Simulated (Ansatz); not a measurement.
CsH: equation of state with PBE0

Crystal: CsH.

```xyz
2
Lattice="0.0000 3.1880 3.1880 3.1880 0.0000 3.1880 3.1880 3.1880 0.0000" Properties=species:S:1:pos:R:3 pbc="T T T"
Cs    0.0000    0.0000    0.0000
H     3.1880    3.1880    3.1880
```

```
Program             : Ansatz 0.2.0
Task                : equation of state
Functional          : PBE0
Potentials or basis : Ansatz PAW
Cutoff              : 420 eV
Density cutoff      : 1680 eV
k mesh              : 4 × 4 × 4
Occupations         : fermi-dirac, width 0.05 eV
Spin                : no spin polarisation
```

The equilibrium volume is 32.80 Å³/atom and the bulk modulus is 9.6 GPa. The pressure derivative of the bulk modulus is 3.5.

Energy against volume, from the lowest point:
```csv
volume (Å³/atom),energy (meV/atom)
30.457,5.53
31.105,2.77
31.753,1.00
32.401,0.08
33.049,0.00
33.697,0.65
34.345,1.97
```

All runs of the series together: 74 s on 2 threads of AMD EPYC 7R13 Processor (Zen 3), with other jobs on the host.

Caveat: the k mesh is coarse (spacing up to 0.43 Å⁻¹), so the values aren't converged, least of all with exact exchange; the PAW data sets were made with another functional, which shifts forces and pressure a little. Zero-point motion and thermal expansion aren't in these numbers.
